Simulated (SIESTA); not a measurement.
Sb under changes of volume

One of the cells (31.849 Å³/atom); the others are scaled copies at fixed shape and fractional positions:

```
CELL_PARAMETERS angstrom
4.52770 0.00000 0.00000
0.00000 4.42110 0.00000
-1.32052 0.00000 6.36435
ATOMIC_POSITIONS crystal
Sb 0.33993 0.25000 0.68367
Sb 0.93664 0.75000 0.76276
Sb 0.06336 0.25000 0.23724
Sb 0.66007 0.75000 0.31633
```

This isn't the form of Sb at room conditions, which is rhombohedral.

- Program: SIESTA 5.4.2
- Functional: LDA
- Potentials or basis: PseudoDojo 0.4 standard (LDA files)
- Basis: DZP (energy shift 0.003 Ry; two zetas on semicore shells)
- Grid cutoff: 500 Ry
- Energy shift: 0.003 Ry
- k mesh: 6 × 6 × 4
- Occupations: fermi-dirac, width 0.05 eV
- Spin: no spin polarisation

| volume (Å³/atom) | energy over the lowest point (meV/atom) | pressure (GPa) | largest force (eV/Å) |
| --- | --- | --- | --- |
| 29.938 | 1.03 | 0.9 | 0.585 |
| 30.575 | 0.00 | -0.3 | 0.450 |
| 31.212 | 3.56 | -1.4 | 0.327 |
| 31.849 | 11.18 | -2.4 | 0.221 |
| 32.486 | 22.51 | -3.3 | 0.143 |
| 33.123 | ? | ? | ? |
| 33.760 | 54.58 | -4.7 | 0.260 |

Task: What does the run at 33.123 Å³/atom give?

Result: Energy over the lowest point 37.07 meV/atom; pressure -4.0 GPa; largest force 0.170 eV/Å.

Worked out: A Birch-Murnaghan fit of order 3 (a polynomial in V^(-2/3)) to the other rows has its minimum at 30.39 Å³/atom with B0 = V·E''(V) = 57 GPa and B' = 4.4 at fixed shape and positions, which overstates the stiffness. It gives 37.08 meV/atom at 33.123 Å³/atom, against the run's 37.07, and -dE/dV = -4.0 GPa, against -4.0.

Energies are extrapolated to zero smearing.

Caveats: the basis of atomic orbitals isn't converged, which shifts pressures, moduli and gaps.
